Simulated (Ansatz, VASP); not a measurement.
One calculation of ZnS, two programs

```xyz
4
Lattice="3.8110 0.0000 0.0000 -1.9055 3.3004 0.0000 0.0000 0.0000 6.2340" Properties=species:S:1:pos:R:3 pbc="T T T"
Zn    0.0000    2.2003    0.0000
Zn    1.9055    1.1001    3.1170
S     0.0000    2.2003    2.4001
S     1.9055    1.1001    5.5171
```

Alike in both runs: task single point; functional PBE; k mesh 9 × 9 × 6; occupations gaussian, width 0.05 eV; no spin polarisation.

|  | VASP | Ansatz |
| --- | --- | --- |
| version | VASP 6.6.1 | Ansatz 0.2.0 |
| potentials or method | VASP PAW PBE potentials, release 64 (Zn, S) | scalar-relativistic, plane waves, PAW |
| plane-wave cutoff (eV) | 520 | 500 |
| valence electrons in the cell | 36 | 36 |

```tsv
	VASP	Ansatz	Ansatz less VASP
gap on the k mesh at the Fermi level (eV)	2.25	2.25	-0.004
pressure (GPa)	2.5	2.3	-0.17
largest component of the traceless stress (GPa)	1.37	1.35	-0.023
rms of the force components (eV/Å)	0.186	0.184	-0.0018
```

Atom by atom the forces differ by 0.002 eV/Å (rms over components). With one functional, cell and mesh, what is left measures potentials, basis and numerics.

Caveats: an odd mesh through Γ misses points on the zone boundary, where band edges often lie.
